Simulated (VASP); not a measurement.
Input of a VASP 6.6.1 run:

The input INCAR:

```
PREC = Accurate ; ENCUT = 520
EDIFF = 1E-6 ; ISMEAR = 0
SIGMA = 0.15 ; LREAL = False
LASPH = True ; NELM = 100
ALGO = Fast ; ISIF = 2
LWAVE = False ; LCHARG = False
GGA = PE ; IVDW = 12
NBANDS = 14
```

KPOINTS

```
Automatic mesh
0
Gamma
  8 8 8
```

Contents of POSCAR:

```
Li
1.0
    4.1769653562      0.0000000000      0.0000000000
    0.0000000000     -4.1769653562      0.0000000000
    0.0000000000      0.0000000000     -4.1769653562
Li
4
Direct
    0.0166240008      0.4281481333      0.5049414667
    0.5256080770      0.0210627968      0.5200559436
    0.4713786372      0.5403895044     -0.0582888704
   -0.0136107149      0.0103995655      0.0332914601
```

Potentials or basis: VASP PAW PBE potentials, release 64 (Li_sv).

Command:

```sh
$ cat potpaw_PBE.64/Li_sv/POTCAR > POTCAR
$ mpirun -np 1 vasp_std > vasp.out
```

(1) Predict the largest force.

(2) Estimate the band gap on the k mesh.

Results:

(1) 0.651 eV/Å.

(2) none (metal or under the smearing width).
